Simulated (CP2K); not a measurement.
CoO:

```
Co O
1.0
     3.01440    0.00000    0.00000
     1.50720    2.61054    0.00000
     1.50720    0.87018    2.46124
Co O
1 1
Direct
  0.00000 0.00000 0.00000
  0.50000 0.50000 0.50000
```

Program: CP2K 2026.2. Alike in all runs: task band structure; spin collinear, ferromagnetic start; cell as given; k mesh 11 × 11 × 11.

Order these runs on this cell by their pressure, lowest first.
A. level LDA; potentials or basis GTH_POTENTIALS Co GTH-PADE-q17, O GTH-PADE-q6; DZVP-MOLOPT-PBE-GTH basis; smearing fermi-dirac 0.05 eV; EPS_DEFAULT 1.0E-10; NGRIDS 5; points a segment of the path (NPOINTS) 6; bands added on the path 4; CUTOFF of the grids 850 Ry
B. level PBEsol; potentials or basis POTENTIAL_UZH Co GTH-PBE-q17, O GTH-PBE-q6; DZVP-MOLOPT-PBE-GTH basis; smearing fermi-dirac 0.1 eV; EPS_DEFAULT 1.0E-9; NGRIDS 4; points a segment of the path (NPOINTS) 8; bands added on the path 2; CUTOFF of the grids 850 Ry
C. level r2SCAN; potentials or basis POTENTIAL_UZH Co GTH-SCAN-q17, O GTH-SCAN-q6; DZVP-MOLOPT-SCAN-GTH basis; smearing fermi-dirac 0.05 eV; EPS_DEFAULT 1.0E-9; NGRIDS 4; points a segment of the path (NPOINTS) 10; bands added on the path 2; CUTOFF of the grids 1250 Ry

A (-17.9 GPa), B (-8.9 GPa), C (-6.9 GPa).

Caveats: the basis of atomic orbitals isn't converged, which shifts pressures, moduli and gaps; the total moment is fixed, so each spin has its own Fermi level; a cell with one magnetic atom can't hold antiferromagnetic order, which such compounds often take; the potentials were made for another functional, which shifts forces and pressure (some runs).

Runs at the PBE level aren't shown here.
